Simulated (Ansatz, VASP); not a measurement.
# One calculation of Zr, two programs

```
CELL_PARAMETERS angstrom
3.18346 0.00000 0.00000
-1.59173 2.75695 0.00000
0.00000 0.00000 5.11751
ATOMIC_POSITIONS crystal
Zr 0.33333 0.66667 0.25000
Zr 0.66667 0.33333 0.75000
```

Alike in both runs: task single point; functional PBEsol; k mesh 15 × 15 × 8; occupations gaussian, width 0.1 eV; no spin polarisation.

|  | VASP | Ansatz |
| --- | --- | --- |
| version | VASP 6.6.1 | Ansatz 0.2.0 |
| potentials or method | VASP PAW PBE potentials, release 64 (Zr_sv) | scalar-relativistic, plane waves, PAW |
| plane-wave cutoff (eV) | 520 | 420 |
| valence electrons in the cell | 24 | 24 |

|  | VASP | Ansatz | Ansatz less VASP |
| --- | --- | --- | --- |
| gap on the k mesh at the Fermi level (eV) | none | none | - |
| pressure (GPa) | 0.0 | 0.0 | -0.04 |

A gap of «none» marks a metal or a gap that the smearing closes. The functional is the same, so the differences come from potentials, cutoffs and numerics.

Caveats: the PAW data sets were made with another functional, which shifts forces and pressure a little (VASP).
